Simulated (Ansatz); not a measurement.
# Tetragonal deformation path in Ti3Al

Theory: DFT PBEsol, scalar-relativistic, plane waves, PAW in Ansatz 0.2.0. Settings: plane waves to 420 eV, k-mesh 14×14×14 (Γ-centred), Gaussian smearing 0.15 eV. Collinear spins, started from moments 0.2, 0.2, 1.0, 0.0 μB in atom order; the magnetic state may not be the lowest. Energies are free energies at this smearing, counted from the undisturbed cell; pressure is positive in compression.

The starting cell (relaxed at this level; it needn't be the usual structure):

```
Ti Al
1.0
     0.00000    3.19152    3.19152
     3.19152    0.00000    3.19152
     3.19152    3.19152    0.00000
Ti Al
3 1
Direct
  0.75000 0.75000 0.75000
  0.25000 0.25000 0.25000
  0.00000 0.00000 0.00000
  0.50000 0.50000 0.50000
```

At fixed volume and fractional coordinates, lengths along (0.000, 0.000, 1.000) are scaled against those across it; ρ is that ratio over its starting value. The cell is metallic on the mesh throughout.

| ρ | ΔE (meV/atom) | pressure (GPa) |
| --- | --- | --- |
| 0.707 | 274.3 | 4.1 |
| 0.850 | 39.3 | 0.5 |
| 1.000 | 0.0 | 0.0 |
| 1.414 | -88.5 | -0.7 |

Cost: 4 runs of about 4.9 core-minutes in all, on Intel Xeon Platinum 8259CL (Skylake/Cascade Lake) (shared hosts).